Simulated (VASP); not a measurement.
## Input and output of a VASP r²SCAN single-point calculation on Si (strained diamond)

INCAR

```
EDIFF = 1E-7
ALGO = Normal
NELM = 120
PREC = Accurate
METAGGA = R2SCAN
ISIF = 2
NSW = 0
LCHARG = .FALSE.
IBRION = -1
LWAVE = .FALSE.
ENCUT = 520
LASPH = .TRUE.
SIGMA = 0.01
LREAL = .FALSE.
ISMEAR = 0
NBANDS = 11
```

KPOINTS

```
KPOINTS created by Atomic Simulation Environment
0
Gamma
8 8 8
0 0 0
```

KPOINTS_OPT

```
special points
7
Reciprocal
0.0000000000 0.0000000000 0.0000000000 1
0.5000000000 0.0000000000 0.5000000000 1
0.6250000000 0.2500000000 0.6250000000 1
0.3750000000 0.3750000000 0.7500000000 1
0.5000000000 0.5000000000 0.5000000000 1
0.5000000000 0.2500000000 0.7500000000 1
0.4140620000 0.4140620000 0.0000000000 1
```

POSCAR

```
Si
 1.0000000000000000
     0.0000000000000000    2.7765612735000000    2.6821061821000001
     2.7765612735000000    0.0000000000000000    2.6821061821000001
     2.7765612735000000    2.7765612735000000    0.0000000000000000
 Si
   2
Cartesian
  0.0000000000000000  0.0000000000000000  0.0000000000000000
  1.3882806367499998  1.3882806367499998  1.3410530910500000
```

VASP ran with the recommended PBE PAW datasets (8 valence electrons in the cell).

Command

```
mpirun -np 1 vasp_std
```

OSZICAR

```
N       E                     dE             d eps       ncg     rms          rms(c)
DAV:   1    -0.107188477666E+01   -0.10719E+01   -0.33974E+03  1298   0.586E+02
DAV:   2    -0.181349562705E+02   -0.17063E+02   -0.16271E+02  1696   0.826E+01
DAV:   3    -0.186932275096E+02   -0.55827E+00   -0.55641E+00  1723   0.128E+01
DAV:   4    -0.186972751637E+02   -0.40477E-02   -0.40471E-02  1515   0.136E+00
DAV:   5    -0.186973130391E+02   -0.37875E-04   -0.37875E-04  1619   0.125E-01    0.581E+00
DAV:   6    -0.175282728318E+02    0.11690E+01   -0.12653E-01  1473   0.209E+00    0.397E+00
DAV:   7    -0.175284311153E+02   -0.15828E-03   -0.13664E-01  1412   0.180E+00    0.293E-01
DAV:   8    -0.175276308249E+02    0.80029E-03   -0.55449E-03  1460   0.410E-01    0.392E-01
DAV:   9    -0.175277425201E+02   -0.11170E-03   -0.34298E-04  1563   0.144E-01    0.539E-02
DAV:  10    -0.175277602813E+02   -0.17761E-04   -0.87798E-06  1500   0.226E-02    0.163E-02
DAV:  11    -0.175277628411E+02   -0.25598E-05   -0.15511E-06  1520   0.815E-03    0.325E-03
DAV:  12    -0.175277629413E+02   -0.10022E-06   -0.85832E-08  1061   0.179E-03    0.604E-04
DAV:  13    -0.175277627481E+02    0.19327E-06   -0.65731E-09   808   0.575E-04    0.144E-04
DAV:  14    -0.175277626794E+02    0.68682E-07   -0.10560E-09   787   0.250E-04
   1 F= -.17527763E+02 E0= -.17527763E+02  d E =-.116305E-14
       N       E                     dE             ncg
DAV:   1     0.686291049700E+03   -0.16276E+04      154
DAV:   2     0.565640567091E+03   -0.12065E+03      200
DAV:   3     0.560155330590E+03   -0.54852E+01      197
DAV:   4     0.560100395801E+03   -0.54935E-01      200
DAV:   5     0.560100045176E+03   -0.35062E-03      206
DAV:   6     0.560100040707E+03   -0.44697E-05      194
DAV:   7     0.560100040642E+03   -0.64098E-07      203
```

From OUTCAR

```
k-points           NKPTS =     59   k-points in BZ     NKDIM =     59   number of bands    NBANDS=     11

   NELECT =       8.0000    total number of electrons

   dimension x,y,z NGX =    30 NGY =   30 NGZ =   30
   dimension x,y,z NGXF=    60 NGYF=   60 NGZF=   60

  energy-cutoff  :      520.00
  volume of cell :       41.35
      direct lattice vectors                 reciprocal lattice vectors
     0.000000000  2.776561274  2.682106182    -0.180078864  0.180078864  0.186420658
     2.776561274  0.000000000  2.682106182     0.180078864 -0.180078864  0.186420658
     2.776561274  2.776561274  0.000000000     0.180078864  0.180078864 -0.186420658

 k-points in reciprocal lattice and weights: KPOINTS created by Atomic Simulation Env
   0.00000000  0.00000000  0.00000000       0.002
   0.12500000  0.00000000  0.00000000       0.016
   0.25000000  0.00000000  0.00000000       0.016
   0.37500000  0.00000000  0.00000000       0.016
   0.50000000  0.00000000  0.00000000       0.008
   0.12500000  0.12500000  0.00000000       0.004
   0.25000000  0.12500000  0.00000000       0.016
   0.37500000  0.12500000  0.00000000       0.016
   ...

 E-fermi :   5.6299

 k-point     1 :       0.0000    0.0000    0.0000
  band No.  band energies     occupation
      1      -6.8827      2.00000
      2       5.3354      2.00000
      3       5.3354      2.00000
      4       5.5820      2.00000
      5       8.0688      0.00000
      6       8.2131      0.00000
      7       8.2131      0.00000
      8       8.9946      0.00000
      9      13.2125      0.00000
     10      13.8297      0.00000
     11      13.9716      0.00000

 k-point     2 :       0.1250    0.0000    0.0000
  band No.  band energies     occupation
      1      -6.6736      2.00000
      2       3.7887      2.00000
      3       5.0249      2.00000
      4       5.2236      2.00000
      5       8.0998      0.00000
      6       8.5829      0.00000
      7       8.6369      0.00000
      8      10.3739      0.00000
      9      12.8176      0.00000
     10      13.2950      0.00000
     11      14.7488      0.00000

 k-point     3 :       0.2500    0.0000    0.0000
  band No.  band energies     occupation
      1      -6.0641      2.00000
      2       1.4076      2.00000
      3       4.5065      2.00000
      4       4.7624      2.00000
      5       7.6386      0.00000
      6       9.1051      0.00000
      7       9.2075      0.00000
      8      12.6502      0.00000
      9      12.9677      0.00000
     10      13.1254      0.00000
     11      15.0366      0.00000

 k-point     4 :       0.3750    0.0000    0.0000
  band No.  band energies     occupation
      1      -5.1534      2.00000
      2      -0.6594      2.00000
      3       4.1380      2.00000
      4       4.4456      2.00000
      5       7.2669      0.00000
      6       9.0060      0.00000
      7       9.2763      0.00000
      8      13.8429      0.00000
      9      14.3127      0.00000
     10      14.5589      0.00000
     11      15.6433      0.00000

 k-point     5 :       0.5000    0.0000    0.0000
  band No.  band energies     occupation
      1      -4.5113      2.00000
      2      -1.6966      2.00000
      3       4.0101      2.00000
      4       4.3379      2.00000
      5       7.1338      0.00000
      6       8.8884      0.00000
      7       9.1970      0.00000
      8      13.7120      0.00000
      9      16.2682      0.00000
     10      16.7017      0.00000
     11      16.8695      0.00000

 k-point     6 :       0.1250    0.1250    0.0000
  band No.  band energies     occupation
      1      -6.5919      2.00000
      2       4.1976      2.00000
      3       4.5003      2.00000
      4       4.5003      2.00000
      5       7.4978      0.00000
      6       9.3804      0.00000
      7       9.3804      0.00000
      8      10.0571      0.00000
      9      12.7337      0.00000
     10      13.5413      0.00000
     11      15.1206      0.00000

 k-point     7 :       0.2500    0.1250    0.0000
  band No.  band energies     occupation
      1      -6.1015      2.00000
      2       2.1282      2.00000
      3       3.9497      2.00000
      4       4.2188      2.00000
      5       7.6111      0.00000
      6       9.3788      0.00000
      7      10.1204      0.00000
      8      10.6215      0.00000
      9      13.5332      0.00000
     10      13.8778      0.00000
     11      16.0372      0.00000

 k-point     8 :       0.3750    0.1250    0.0000
  band No.  band energies     occupation
      1      -5.2623      2.00000
      2      -0.0108      2.00000
      3       3.6426      2.00000
      4       3.6892      2.00000
      5       7.7408      0.00000
      6       9.4976      0.00000
      7      10.0435      0.00000
      8      11.0976      0.00000
      9      15.2902      0.00000
     10      15.3260      0.00000
     11      16.0447      0.00000

 k-point     9 :       0.5000    0.1250    0.0000
  band No.  band energies     occupation
      1      -4.4015      2.00000
      2      -1.4875      2.00000
      3       3.2626      2.00000
      4       3.6421      2.00000
      5       7.6668      0.00000
      6       9.4403      0.00000
      7       9.6748      0.00000
      8      12.9273      0.00000
      9      14.9756      0.00000
     10      16.5764      0.00000
     11      17.7239      0.00000

 k-point    10 :      -0.3750    0.1250    0.0000
  band No.  band energies     occupation
      1      -4.6822      2.00000
      2      -1.0697      2.00000
      3       3.0762      2.00000
      4       3.9358      2.00000
      5       7.8243      0.00000
      6       9.4669      0.00000
      7       9.5255      0.00000
      8      13.8706      0.00000
      9      14.0248      0.00000
     10      15.0431      0.00000
     11      17.1121      0.00000

 k-point    11 :      -0.2500    0.1250    0.0000
  band No.  band energies     occupation
      1      -5.6221      2.00000
      2       0.7218      2.00000
      3       3.2144      2.00000
      4       4.4512      2.00000
      5       8.2106      0.00000
      6       9.3165      0.00000
      7       9.6994      0.00000
      8      12.1752      0.00000
      9      12.2499      0.00000
     10      15.5990      0.00000
     11      16.1251      0.00000

 k-point    12 :      -0.1250    0.1250    0.0000
  band No.  band energies     occupation
      1      -6.3398      2.00000
      2       2.6772      2.00000
      3       3.9057      2.00000
      4       4.9781      2.00000
      5       8.5258      0.00000
      6       8.7850      0.00000
      7       9.1803      0.00000
      8      11.3366      0.00000
      9      11.9978      0.00000
     10      13.6894      0.00000
     11      15.7931      0.00000

 k-point    13 :       0.2500    0.2500    0.0000
  band No.  band energies     occupation
      1      -5.7311      2.00000
      2       1.9539      2.00000
      3       3.3501      2.00000
      4       3.3501      2.00000
      5       6.5825      0.00000
      6       8.9047      0.00000
      7      11.4992      0.00000
      8      11.4992      0.00000
      9      14.0935      0.00000
     10      14.5257      0.00000
     11      17.6610      0.00000

 k-point    14 :       0.3750    0.2500    0.0000
  band No.  band energies     occupation
      1      -4.9870      2.00000
      2       0.4101      2.00000
      3       2.6884      2.00000
      4       3.0018      2.00000
      5       6.8111      0.00000
      6       8.5184      0.00000
      7      11.8083      0.00000
      8      11.9533      0.00000
      9      15.8139      0.00000
     10      16.2246      0.00000
     11      17.7923      0.00000

 k-point    15 :       0.5000    0.2500    0.0000
  band No.  band energies     occupation
      1      -4.0463      2.00000
      2      -1.1175      2.00000
      3       1.9299      2.00000
      4       2.9845      2.00000
      5       7.0254      0.00000
      6       9.9211      0.00000
      7      11.5723      0.00000
      8      11.5795      0.00000
      9      16.2536      0.00000
     10      16.5544      0.00000
     11      18.2676      0.00000

 k-point    16 :      -0.3750    0.2500    0.0000
  band No.  band energies     occupation
      1      -3.9107      2.00000
      2      -1.3267      2.00000
      3       1.5058      2.00000
      4       3.2971      2.00000
      5       7.3246      0.00000
      6      11.1572      0.00000
      7      11.3195      0.00000
      8      12.4360      0.00000
      9      13.8531      0.00000
     10      13.9342      0.00000
     11      18.9814      0.00000

 ...

  Total       -0.9543032     -0.9543032     -0.0540813      0.0000000     -0.0000000      0.0000000
  in kB      -36.9723014    -36.9723014     -2.0952566      0.0000000     -0.0000000      0.0000000
  external PRESSURE =     -25.3466198 kB  Pullay stress =       0.0000000 kB

 POSITION                                       TOTAL-FORCE (eV/Angst)
 -----------------------------------------------------------------------------------
      0.00000      0.00000      0.00000         0.000000      0.000000     -0.000000
      1.38828      1.38828      1.34105        -0.000000     -0.000000      0.000000
 -----------------------------------------------------------------------------------
    total drift:                               -0.000000     -0.000000     -0.000000

  FREE ENERGIE OF THE ION-ELECTRON SYSTEM (eV)
  ---------------------------------------------------
  free  energy   TOTEN  =       -17.5277626794 eV

  energy  without entropy=      -17.5277626794  energy(sigma->0) =      -17.52776268
```

* gap between bands v and c: 0.45 eV
* least direct gap: 2.49 eV
* pressure: -2.5 GPa

Band v is the last that the valence electrons fill when counted band by band, and c is the next.

The run took about 1.8 min on one core of a shared host (Intel Xeon Platinum 8488C) and held 0.17 GiB at most.
